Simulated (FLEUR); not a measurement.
# Tb (Im-3m) in FLEUR: single point with PBE

Aim: the single point of Tb with PBE.

Program: FLEUR MaX-R8.1 (later development tree). These are calculated values, not measurements. Logs are shortened: lines on timing, memory, paths and dates and some standing lists are left out, and cuts for length are marked.

## (1) Starting point

Symmetry: Im-3m, No. 229, cubic system. The conventional cell has a = 4.020 Å, b = 4.020 Å, c = 4.020 Å, α = 90.00°, β = 90.00°, γ = 90.00°. Around Tb (site symmetry m-3m) lie 8 Tb at 3.48 Å.

This isn't the form of Tb at room conditions, which is hcp.

## (2) Single point, PBE, collinear spin, ferromagnetic start

Input file inp.xml:

```xml
<?xml version="1.0" encoding="UTF-8" standalone="no"?>
<fleurInput fleurInputVersion="0.39">
   <comment>
      Tb                                                                                                  
   </comment>
   <calculationSetup>
      <cutoffs Kmax="4.1" Gmax="12.7" GmaxXC="12.7" numbands="0"/>
      <scfLoop itmax="60" minDistance="0.00001" maxIterBroyd="15" imix="Anderson" alpha="0.05" precondParam="0.0" spinf="2.0" sdNocoIR="T"/>
      <coreElectrons ctail="T" frcor="F" kcrel="0" coretail_lmax="0"/>
      <xcFunctional name="pbe" relativisticCorrections="F"/>
      <magnetism jspins="2"/>
      <soc l_soc="F" theta="0.0" phi="0.0" spav="F"/>
      <expertModes spex="0" secvar="F"/>
      <geometryOptimization l_f="T" forcealpha="1.0" forcemix="BFGS" epsdisp="0.0005" epsforce="0.0002"/>
      <ldaU l_linMix="F" mixParam="0.05" spinf="1.0"/>
   </calculationSetup>
   <cell>
      <bzIntegration valenceElectrons="19.0" mode="hist" fermiSmearingEnergy="0.00183747">
         <kPointListSelection listName="default-1"/>
         <!-- k-points included here -->
         <xi:include xmlns:xi="http://www.w3.org/2001/XInclude" href="kpts.xml"> </xi:include>
      </bzIntegration>
      <!-- symmetry operations included here -->
      <xi:include xmlns:xi="http://www.w3.org/2001/XInclude" href="sym.xml"> </xi:include>
      <bulkLattice scale="1.0">
         <bravaisMatrix>
            <row-1>   -3.7983495104459992     3.7983495104459992     3.7983495104459992</row-1>
            <row-2>    3.7983495104459992    -3.7983495104459992     3.7983495104459992</row-2>
            <row-3>    3.7983495104459992     3.7983495104459992    -3.7983495104459992</row-3>
         </bravaisMatrix>
      </bulkLattice>
   </cell>
   <atomSpecies>
      <species name="Terbium (T6.000" element="Tb" atomicNumber="65">
         <mtSphere radius="2.66" gridPoints="879" logIncrement="0.015"/>
         <atomicCutoffs lmax="11" lnonsphr="8"/>
         <electronConfig flipSpins="F">
            <coreConfig>(1s1/2) (2s1/2) (2p1/2) (2p3/2) (3s1/2) (3p1/2) (3p3/2) (4s1/2) (3d3/2) (3d5/2) (4p1/2) (4p3/2) (4d3/2) (4d5/2)</coreConfig>
            <valenceConfig>(5s1/2) (5p1/2) (5p3/2) (6s1/2) (4f5/2) (4f7/2)</valenceConfig>
            <stateOccupation state="(4f5/2)" spinUp="3.0" spinDown="0.8571428571429"/>
            <stateOccupation state="(4f7/2)" spinUp="4.0" spinDown="1.1428571428571"/>
         </electronConfig>
         <energyParameters s="6" p="5" d="5" f="4"/>
         <lo type="SCLO" l="0" n="5" eDeriv="0"/>
         <lo type="HELO" l="1" n="6" eDeriv="0"/>
         <lo type="HELO" l="1" n="6" eDeriv="1"/>
         <lo type="SCLO" l="2" n="5" eDeriv="2"/>
         <lo type="SCLO" l="3" n="4" eDeriv="2"/>
      </species>
   </atomSpecies>
   <atomGroups>
      <atomGroup species="Terbium (T6.000">
         <relPos label="                   1">.0000000000 .0000000000 .0000000000</relPos>
         <force calculate="T" relaxXYZ="TTT"/>
      </atomGroup>
   </atomGroups>
   <output dos="F" band="F" slice="F">
      <checks vchk="F" cdinf="F"/>
      <bandDOS minEnergy="-.5*Htr" maxEnergy="0.5*Htr" sigma="0.015" storeEVData="T"/>
      <vacuumDOS vacdos="F" integ="F" star="F" nstars="0" locx1="0.0" locy1="0.0" locx2="0.0" locy2="0.0" nstm="0" tworkf="0.0"/>
      <unfoldingBand unfoldBand="F" supercellX="1" supercellY="1" supercellZ="1"/>
      <plotting iplot="0" polar="F">
         <plot TwoD="T" vec1="  1.0  0.0  0.0" vec2="  0.0  1.0  0.0" vec3="  0.0  0.0  1.0" zero="  0.0  0.0  0.0" file="plot"/>
      </plotting>
      <chargeDensitySlicing numkpt="0" minEigenval="0.0" maxEigenval="0.0" nnne="0" pallst="F"/>
      <specialOutput eonly="F"/>
      <moessbauerParams electricFieldGradient="T" isomerShift="T" coreHyperfine="T" valenceHyperfine="T"/>
      <magneticCircularDichroism mcd="F" energyLo="-10.0" energyUp="0.0"/>
   </output>
  <!-- We include the file relax.xml here to enable relaxations (see documentation) -->
  <xi:include xmlns:xi="http://www.w3.org/2001/XInclude" href="relax.xml"> <xi:fallback/> </xi:include>
</fleurInput>
```

Input file crystal.txt:

```
Tb
&input cartesian=F /
-2.0100000000  2.0100000000  2.0100000000
2.0100000000  -2.0100000000  2.0100000000
2.0100000000  2.0100000000  -2.0100000000
1.8897261246
1.0 1.0 1.0

1
65 0.0000000000  0.0000000000  0.0000000000 : 6.000

&kpt div1=9 div2=9 div3=9 gamma=T /
```

Potentials or basis: all-electron, FLAPW.

The run is started by

```
$ inpgen -f crystal.txt -profile fastHighL
$ # inp.xml edited to the form shown
$ fleur_MPI
```

The program printed:

```text
Welcome to FLEUR        (www.flapw.de)
      MaX-Release 8.1          (www.max-centre.eu)

 ========== k-point set info ==========
 Selected k-point list: default-1
 k-point list type: mesh
 9 x 9 x 9
 Number of k points: 35

 ------------Calculation Setup---------------------------
 Number of MPI-tasks      :            1
 Number of PE/node        :            1
 Number of OMP-threads    :            1
 Most efficient MPI parallelization for:
           1           5           7          35
 Additional eigenvalue parallelization possible
 Number of basis functions:          298
 Approximate size of matrices (H+S) per k-point:         0.001 GB
 --------------------------------------------------------
 Iteration:     1   Distance:      63.56795259 me/bohr^3
 Iteration:     2   Distance:      54.64239197 me/bohr^3
 Iteration:     3   Distance:      34.17206330 me/bohr^3
 Iteration:     4   Distance:      40.06697500 me/bohr^3
 Iteration:     5   Distance:      30.70361819 me/bohr^3
 Iteration:     6   Distance:      54.27264857 me/bohr^3
 Iteration:     7   Distance:      42.93340896 me/bohr^3
 Iteration:     8   Distance:      16.80709539 me/bohr^3
 Iteration:     9   Distance:      21.70813221 me/bohr^3
 Iteration:    10   Distance:      34.09614826 me/bohr^3
[... 16 lines left out ...]
 Iteration:    27   Distance:       0.00240151 me/bohr^3
 Iteration:    28   Distance:       0.00271533 me/bohr^3
 Iteration:    29   Distance:       0.00103644 me/bohr^3
 Iteration:    30   Distance:       0.00021665 me/bohr^3
 Iteration:    31   Distance:       0.00027837 me/bohr^3
 Iteration:    32   Distance:       0.00006897 me/bohr^3
 Iteration:    33   Distance:       0.00003748 me/bohr^3
 Iteration:    34   Distance:       0.00001076 me/bohr^3
 Iteration:    35   Distance:       0.00001043 me/bohr^3
 Iteration:    36   Distance:       0.00000105 me/bohr^3

 ********************************************************************
 Run finished successfully
 Stop message:
   Structural relaxation: Done
 ********************************************************************
```

It took 2.1 min on 1 thread of Arm Neoverse V1, shared host; peak memory 0.08 GiB.

What came out:

```yaml
Free_energy: -318893.2681 eV
Band_gap_on_the_k_mesh: none (metal or under the smearing width)
Net_moment: 5.90 μB per cell
Site_moments: Tb +5.81 μB
Valence_electrons_inside_the_program's_atomic_spheres: Tb 16.83 (radii Tb 2.66 bohr)
```

Core levels (eV from the Fermi level):
| atom | levels |
| --- | --- |
| 1 Tb | 1s1/2 -51805.2, 2s1/2 -8582.6, 2p1/2 -8155.3, 2p3/2 -7408.7, 3s1/2 -1904.7, 3p1/2 -1718.9, 3p3/2 -1565.0, 4s1/2 -379.2, 3d3/2 -1245.1, 3d5/2 -1211.5, 4p1/2 -306.5, 4p3/2 -272.0, 4d3/2 -152.3, 4d5/2 -146.0 |

Caveat: the magnetic or orbital state may not be the lowest; spin-orbit coupling is left out, which moves the levels of the heavy elements.
